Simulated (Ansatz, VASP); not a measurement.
# Two plane-wave programs on BAs

```
B As
1.0
     0.00000    2.57958    2.57958
     2.57958    0.00000    2.57958
     2.57958    2.57958    0.00000
B As
1 1
Cartesian
  0.0000 0.0000 0.0000
  3.8694 3.8694 3.8694
```

Change from the starting cell: strain +0.080 along x and y, +0.080 along z, atoms carried along.

Alike in both runs: task single point; functional LDA; k mesh 10 × 10 × 10; occupations gaussian, width 0.05 eV; no spin polarisation.

|  | VASP | Ansatz |
| --- | --- | --- |
| version | VASP 6.6.1 | Ansatz 0.2.0 |
| potentials or method | VASP PAW LDA potentials, release 64 (B, As) | scalar-relativistic, plane waves, PAW |
| plane-wave cutoff (eV) | 520 | 420 |
| valence electrons in the cell | 8 | 18 |

```csv
,VASP,Ansatz,Ansatz less VASP
gap on the k mesh at the Fermi level (eV),1.29,1.30,+0.003
least direct gap on the mesh (eV),2.00,1.96,-0.035
pressure (GPa),-21.9,-22.1,-0.24
```

The two sets of potentials don't hold the same shells in valence.

Caveats: so large a pressure means that the cell lies far from this level's equilibrium, or that cutoff or potentials fall short (VASP). A k mesh can miss the band edges.
